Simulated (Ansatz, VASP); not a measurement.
**Al2O3 in VASP and in Ansatz**

The input INCAR:

```
SYSTEM = Al2O3
PREC = Accurate
ENCUT = 900
EDIFF = 1E-6
ISMEAR = -1
SIGMA = 0.05
LREAL = .False.
LASPH = .True.
NELM = 100
ALGO = Fast
ISIF = 2
LWAVE = .False.
LCHARG = .False.
GGA = PE
```

The input KPOINTS:

```
regular mesh
0
Gamma
  8 8 3
  0 0 0
```

The input POSCAR:

```
Al2O3
1.0
    2.8843249483      0.0000000000      0.0000000000
   -1.4421624742      2.4978986780      0.0000000000
    0.0000000000      0.0000000000      9.3367544600
Al O
2 3
Direct
    0.0000000000      0.0000000000      0.8500076700
    0.0000000000      0.0000000000      0.1499923300
    0.3333333333      0.6666666667      0.7776830800
    0.6666666667      0.3333333333      0.0000000000
    0.3333333333      0.6666666667      0.2223169200
```

KPOINTS_OPT

```
path GMKGALHA,LM,KH
10
line-mode
reciprocal
 0.0000000000  0.0000000000  0.0000000000  G
 0.5000000000  0.0000000000  0.0000000000  M

 0.5000000000  0.0000000000  0.0000000000  M
 0.3333333333  0.3333333333  0.0000000000  K

 0.3333333333  0.3333333333  0.0000000000  K
 0.0000000000  0.0000000000  0.0000000000  G

 0.0000000000  0.0000000000  0.0000000000  G
 0.0000000000  0.0000000000  0.5000000000  A

 0.0000000000  0.0000000000  0.5000000000  A
 0.5000000000  0.0000000000  0.5000000000  L

 0.5000000000  0.0000000000  0.5000000000  L
 0.3333333333  0.3333333333  0.5000000000  H

 0.3333333333  0.3333333333  0.5000000000  H
 0.0000000000  0.0000000000  0.5000000000  A

 0.5000000000  0.0000000000  0.5000000000  L
 0.5000000000  0.0000000000  0.0000000000  M

 0.3333333333  0.3333333333  0.0000000000  K
 0.3333333333  0.3333333333  0.5000000000  H
```

The input input.yaml:

```yaml
crystal:
  lattice:
    - [2.8843249483, 0.0, 0.0]
    - [-1.4421624742, 2.497898678, 0.0]
    - [0.0, 0.0, 9.33675446]
  atoms:
    - { symbol: Al, position: [0.0, 0.0, 0.85000767] }
    - { symbol: Al, position: [0.0, 0.0, 0.14999233] }
    - { symbol: O, position: [0.3333333333, 0.6666666667, 0.77768308] }
    - { symbol: O, position: [0.6666666667, 0.3333333333, 0.0] }
    - { symbol: O, position: [0.3333333333, 0.6666666667, 0.22231692] }
hamiltonian:
  xc: pbe
  pseudopotentials: { kind: paw }
kpoints:
  mp_grid: { grid: [8, 8, 3] }
  band_path:
    path:
      - [[0.0, 0.0, 0.0], [0.5, 0.0, 0.0], [0.3333333333, 0.3333333333, 0.0], [0.0, 0.0, 0.0], [0.0, 0.0, 0.5], [0.5, 0.0, 0.5], [0.3333333333, 0.3333333333, 0.5], [0.0, 0.0, 0.5]]
      - [[0.5, 0.0, 0.5], [0.5, 0.0, 0.0]]
      - [[0.3333333333, 0.3333333333, 0.0], [0.3333333333, 0.3333333333, 0.5]]
    npoints: 14
scf:
  occupations: { method: fermi_dirac, width: 0.05 }
  n_extra_bands: 12
output:
  forces: true
  stress: true
  eigenvalues: true
  fatbands: false
  write_density: true
  write_potential: true
  elf: true
  volumetric_format: npy
```

Measurements of this composition are mostly on another form, of space group No. 167.

Alike in both runs: task band structure; functional PBE; k mesh 8 × 8 × 3; occupations fermi-dirac, width 0.05 eV; no spin polarisation.

|  | VASP | Ansatz |
| --- | --- | --- |
| version | VASP 6.6.1 | Ansatz 0.2.0 |
| potentials or method | VASP PAW PBE potentials, release 64 (Al, O) | Ansatz PAW |
| plane-wave cutoff (eV) | 900 | 420 |
| valence electrons in the cell | 24 | 24 |

```csv
,VASP,Ansatz,Ansatz less VASP
gap on the k mesh at the Fermi level (eV),4.78,4.80,+0.017
least direct gap on the mesh (eV),5.01,5.03,+0.015
gap along the band path (eV),4.77,4.79,+0.019
pressure (GPa),0.1,0.1,-0.07
largest component of the traceless stress (GPa),0.15,0.04,-0.108
rms of the force components (eV/Å),0.002,0.022,+0.0197
```

Atom by atom the forces differ by 0.020 eV/Å (rms over components). The functional is the same, so the differences come from potentials, cutoffs and numerics.

Caveats: the pressure holds a Pulay correction of +0.5 GPa for the finite cutoff (Ansatz). Expect the measured gap to be larger: semilocal functionals such as PBE lack the derivative discontinuity.
